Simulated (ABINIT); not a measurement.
GaAs: equation of state with LDA-PZ

The system is GaAs.

```xyz
2
Lattice="0.0000 2.8268 2.8268 2.8268 0.0000 2.8268 2.8268 2.8268 0.0000" Properties=species:S:1:pos:R:3 pbc="T T T"
As    4.2403    4.2403    4.2403
Ga    0.0000    0.0000    0.0000
```

- Program: ABINIT 10.8.3 (patched build)
- Task: equation of state
- Functional: LDA-PZ
- Potentials or basis: JTH PAW LDA v2.0
- Cutoff: 463 eV
- k mesh: 8 × 8 × 8
- Occupations: fermi-dirac, width 0.05 eV
- Spin: no spin polarisation
- Fine-grid cutoff: 925.187 eV

```json
{
  "Equilibrium volume": "21.99 Å³/atom",
  "Bulk modulus": "74 GPa",
  "Pressure derivative of the bulk modulus": "5.2"
}
```

Energy against volume, from the lowest point:
```tsv
volume (Å³/atom)	energy (meV/atom)
21.234	6.30
21.686	0.83
22.138	0.00
22.590	3.35
23.041	10.36
23.493	20.47
23.945	33.49
```

Run time: 110 s on 1 thread of Arm Neoverse V1, with other jobs on the host, peak memory 0.13 GiB.

Caveat: pressures at fixed basis lie under the slope of the energies. Zero-point motion and thermal expansion aren't in these numbers.
